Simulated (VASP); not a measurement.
A run of VASP 6.6.1:

The input POSCAR:

```
NaI
1.0
    4.3457600000      0.0000000000      0.0000000000
    0.0000000000      4.3457600000      0.0000000000
    0.0000000000      0.0000000000      4.5228200000
Na I
1 1
Direct
    0.0000000000      0.0000000000      0.0000000000
    0.5000000000      0.5000000000      0.0000000000
```

The input INCAR.step1:

```
ALGO = Normal
EDIFF = 1E-5
ENCUT = 520
GGA = PE
ISIF = 2
ISMEAR = -1
LASPH = True
LREAL = False
LWAVE = True
NBANDS = 14
NELM = 80
PREC = Accurate
SIGMA = 0.05
```

INCAR.step2

```
AEXX = 0.25
ALGO = Normal
EDIFF = 1E-6
ENCUT = 520
GGA = PE
HFSCREEN = 0.1
ISIF = 2
ISMEAR = -1
ISTART = 1
LASPH = True
LCHARG = False
LHFCALC = True
LREAL = False
LWAVE = False
NBANDS = 14
NELM = 80
PREC = Accurate
PRECFOCK = Fast
SIGMA = 0.05
```

File KPOINTS:

```
k-points
0
Gamma
  3 3 3
```

Potentials or basis: VASP PAW PBE potentials, release 64 (Na_pv, I).

Command:

```sh
$ cat potpaw_PBE.64/Na_pv/POTCAR potpaw_PBE.64/I/POTCAR > POTCAR
$ cp INCAR.step1 INCAR
$ mpirun -np 1 vasp_std > vasp.out
$ cp INCAR.step2 INCAR
$ mpirun -np 1 vasp_std > vasp.out
```

Hardware: 1 thread of Intel(R) Xeon(R) Platinum 8488C (Sapphire Rapids), with other jobs on the host.

Q: Estimate the wall time of this run.

A: It took 33 s on 1 thread of Intel(R) Xeon(R) Platinum 8488C (Sapphire Rapids) (shared host), peak memory 0.28 GiB. Counts: scf iterations 8, k points 6.
